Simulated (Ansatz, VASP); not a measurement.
**TiN (titanium nitride): VASP beside Ansatz**

File INCAR:

```
SYSTEM = TiN
ALGO     = Normal         ! electronic algorithm
EDIFF    = 1E-6           ! SCF threshold, eV
EDIFFG   = -0.002         ! ionic threshold
ENCUT    = 600            ! plane-wave cutoff, eV
IBRION   = 2              ! ionic algorithm
ISIF     = 3              ! what is computed and relaxed
ISMEAR   = 0              ! smearing method
LASPH    = .True.         ! aspherical terms in the spheres
LCHARG   = .False.        ! write CHGCAR
LREAL    = .False.        ! projectors in reciprocal space
LWAVE    = .False.        ! write WAVECAR
NELM     = 60             ! most SCF steps
NSW      = 80             ! ionic steps
PREC     = Accurate       ! precision mode
SIGMA    = 0.1            ! smearing width, eV
```

The input KPOINTS:

```
k-points
0
Gamma
  16 16 16
  0 0 0
```

Contents of POSCAR:

```
TiN
1.0
    0.0000000000      2.1220000000      2.1220000000
    2.1220000000      0.0000000000      2.1220000000
    2.1220000000      2.1220000000      0.0000000000
Ti N
1 1
Direct
    0.0000000000      0.0000000000      0.0000000000
    0.5000000000      0.5000000000      0.5000000000
```

Input for Ansatz:

```yaml
crystal:
  lattice:
    - [0.0, 2.122, 2.122]
    - [2.122, 0.0, 2.122]
    - [2.122, 2.122, 0.0]
  atoms:
    - { symbol: Ti, position: [0.0, 0.0, 0.0] }
    - { symbol: "N", position: [0.5, 0.5, 0.5] }
scf:
  occupations: { method: gaussian, width: 0.1 }
output:
  forces: true
  stress: true
  eigenvalues: true
  write_density: true
  write_potential: true
  elf: true
  volumetric_format: npy
hamiltonian:
  xc: lda
kpoints:
  mp_grid: { grid: [16, 16, 16] }
basis:
  ecutwfc: 560
relax:
  f_tol: 0.002
  max_steps: 60
  cell: { stress_tol: 0.03 }
```

Alike in both runs: task relaxation of cell and atoms; functional LDA; k mesh 16 × 16 × 16; occupations gaussian, width 0.1 eV; no spin polarisation.

|  | VASP | Ansatz |
| --- | --- | --- |
| version | VASP 6.6.1 | Ansatz 0.2.0 |
| potentials or method | VASP PAW LDA potentials, release 64 (Ti_sv, N) | scalar-relativistic, plane waves, PAW |
| plane-wave cutoff (eV) | 600 | 560 |
| valence electrons in the cell | 17 | 17 |

Ansatz gave:

| Property | Result |
| --- | --- |
| gap on the k mesh at the Fermi level, each at its own relaxed structure (eV) | none |
| relaxed volume (Å³/atom) | 9.07 |
| relaxed cell length with the largest relative difference (Å) | 2.950 |
| energy change over the relaxation (meV/atom) | -23 |

Estimate VASP's values.

gap on the k mesh at the Fermi level, each at its own relaxed structure (eV): none; relaxed volume (Å³/atom): 9.10; relaxed cell length with the largest relative difference (Å): 2.953; energy change over the relaxation (meV/atom): -20.

A gap of «none» marks a metal or a gap that the smearing closes.

LDA usually gives volumes a few per cent too small. Zero-point motion and thermal expansion aren't in these numbers.
